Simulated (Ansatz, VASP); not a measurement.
This is a calculation of CuO for VASP 6.6.1.

Contents of INCAR:

```
ALGO = Normal ; EDIFF = 1E-7
ENCUT = 520 ; GGA = PE
ISIF = 2 ; ISMEAR = -1
LASPH = T ; LCHARG = T
LELF = T ; LREAL = F
LVHAR = T ; LWAVE = F
NBANDS = 16 ; NELM = 100
PREC = Accurate ; SIGMA = 0.05
```

Contents of KPOINTS:

```
k-points
0
Gamma
  10 10 10
```

Contents of POSCAR:

```
CuO
1.0
    2.5354188817      0.0000000000      0.0000000000
    0.0000000000      2.5354188817      0.0000000000
    0.0000000000      0.0000000000      2.5354188817
Cu O
1 1
Direct
    0.0000000000      0.0000000000      0.0000000000
    0.5000000000      0.5000000000      0.5000000000
```

Potentials or basis: VASP PAW PBE potentials, release 64 (Cu, O).

The run is started by

```sh
$ cat potpaw_PBE.64/Cu/POTCAR potpaw_PBE.64/O/POTCAR > POTCAR
$ mpirun -np 1 vasp_std > vasp.out
```

Question: Translate it to Ansatz 0.2.0. Potentials there: all-electron LAPW, scalar-relativistic.

Answer: As run (the cutoff follows the program's own potentials):

File input.yaml:

```yaml
crystal:
  lattice:
    - [2.5354188817, 0.0, 0.0]
    - [0.0, 2.5354188817, 0.0]
    - [0.0, 0.0, 2.5354188817]
  atoms:
    - { symbol: Cu, position: [0.0, 0.0, 0.0] }
    - { symbol: O, position: [0.5, 0.5, 0.5] }
kpoints:
  mp_grid: { grid: [10, 10, 10] }
scf:
  occupations: { method: fermi_dirac, width: 0.05 }
hamiltonian:
  xc: pbe
  pseudopotentials: { kind: all_electron, lapw: { basis_error: 0.0005 } }
output:
  forces: true
  stress: true
  eigenvalues: true
```

Potentials or basis: all-electron LAPW, scalar-relativistic.

Launch:

```sh
$ ansatz run input.yaml --threads 1 --pin off --max-ram 3072MiB --backend cpu --events-out ev --progress --plain --runs-dir out
```

Both were run:

|  | VASP | Ansatz | Ansatz less VASP |
| --- | --- | --- | --- |
| gap on the k mesh at the Fermi level (eV) | none | none | - |
| pressure (GPa) | 26.7 | 26.4 | -0.34 |

A gap of «none» marks a metal or a gap that the smearing closes. Ansatz ran all-electron here, so the differences hold the error of VASP's frozen core and of both bases.

Caveats: an odd number of electrons without spin polarisation forces a metal; a magnetic or distorted state may lie lower; the run has no spin polarisation, though such a crystal can be magnetic; semilocal functionals often make such compounds metallic where correlation or magnetic order opens a gap, which also shifts bond lengths; so large a pressure means that the cell lies far from this level's equilibrium, or that cutoff or potentials fall short (VASP).
